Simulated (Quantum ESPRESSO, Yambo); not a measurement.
An input for Yambo 5.3.0 (KBr (Fm-3m)):

```
HF_and_locXC
gw0
dyson
ppa
em1d
rim_cut
RandQpts= 1000000
RandGvec= 1 RL
EXXRLvcs= 76 Ry
VXCRLvcs= 304 Ry
Chimod= "HARTREE"
% BndsRnXp
 1 | 112 |
%
NGsBlkXp= 7 Ry
% LongDrXp
 1 | 1 | 1 |
%
% GbndRnge
 1 | 112 |
%
DysSolver= "n"
ExtendOut
PPAPntXp= 27.21138 eV
% QPkrange
 1 | 1 | 23 | 30 |
%
```

```sh
OMP_NUM_THREADS=2 mpirun -n 2 yambo -F gw7.in -J gw7 -C gw7 > gw7.log
```

The stored states that it reads are on a 4×4×4 mesh. The structure is cubic, space group Fm-3m (No. 225). Conventional cell: a = 6.600 Å, b = 6.600 Å, c = 6.600 Å, α = 90.00°, β = 90.00°, γ = 90.00°. K has 6 Br at 3.30 Å nearest. Nearest to Br lie 6 K at 3.30 Å. Farther neighbours and most contacts between anions are not listed.

Estimate wall time and host memory on 2 MPI ranks of Arm Neoverse V1, shared host.

It took 4.1 min; on shared hardware allow 2 min to 8.1 min. Peak host memory was 1.9 GiB.

The screening grows as filled bands × empty bands × pairs of k points, times the square of the screening basis for the matrix.

[Paths, hosts, dates, memory and timing lines, banners, echoed tables and standing remarks are left out of the program output.]

[Logs are printed without paths, hosts, clocks, repeated set-up lines and the standing remarks that a program may print on its own settings, such as how far it seeks lower states.]

[Runs of the session that timed out or met a known fault of the program may be left out.]

[Hosts, paths, dates, database ids (printed as entryN), source tags and the programs' standing remarks are cut or masked in the printed files.]
